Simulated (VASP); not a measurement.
Input of a VASP 6.6.1 run:

File INCAR:

```
PREC     = Accurate       # precision mode
ENCUT    = 600            # plane-wave cutoff, eV
EDIFF    = 1E-7           # SCF threshold, eV
ISMEAR   = 0              # smearing method
SIGMA    = 0.05           # smearing width, eV
LREAL    = False          # projectors in reciprocal space
LASPH    = True           # aspherical terms in the spheres
NELM     = 60             # most SCF steps
ALGO     = Fast           # electronic algorithm
ISIF     = 3              # what is computed and relaxed
LWAVE    = False          # write WAVECAR
LCHARG   = False          # write CHGCAR
GGA      = PE             # functional
IBRION   = 2              # ionic algorithm
NSW      = 60             # ionic steps
EDIFFG   = -0.01          # ionic threshold
```

KPOINTS

```
regular mesh
0
Gamma
  6 6 6
```

File POSCAR:

```
Cs2H
1.0
    5.5471989200      0.0000000000      0.0000000000
   -2.7735994600      4.8040151800      0.0000000000
    0.0000000000      0.0000000000      4.5229973100
Cs H
2 1
Direct
    0.3333333300      0.6666666700      0.5000000000
    0.6666666700      0.3333333300      0.5000000000
    0.0000000000      0.0000000000      0.5000000000
```

Potentials or basis: VASP PAW PBE potentials, release 64 (Cs_sv, H).

Command:

```sh
$ cat potpaw_PBE.64/Cs_sv/POTCAR potpaw_PBE.64/H/POTCAR > POTCAR
$ mpirun -np 1 vasp_std > vasp.out
```

(1) Estimate the space group after relaxing (to 0.05 Å).

(2) What does it give for the relaxed volume?

(3) What does it give for the relaxed cell?

(4) Estimate the band gap on the k mesh.

Answers

(1) P6/mmm (No. 191).

(2) 63.60 Å³/atom.

(3) a = 6.481 Å, b = 6.481 Å, c = 5.245 Å, α = 90.00°, β = 90.00°, γ = 120.00°.

(4) none (metal or under the smearing width).

Caveat: the volume moved by over 15 % at a fixed basis, so the end points are rough.
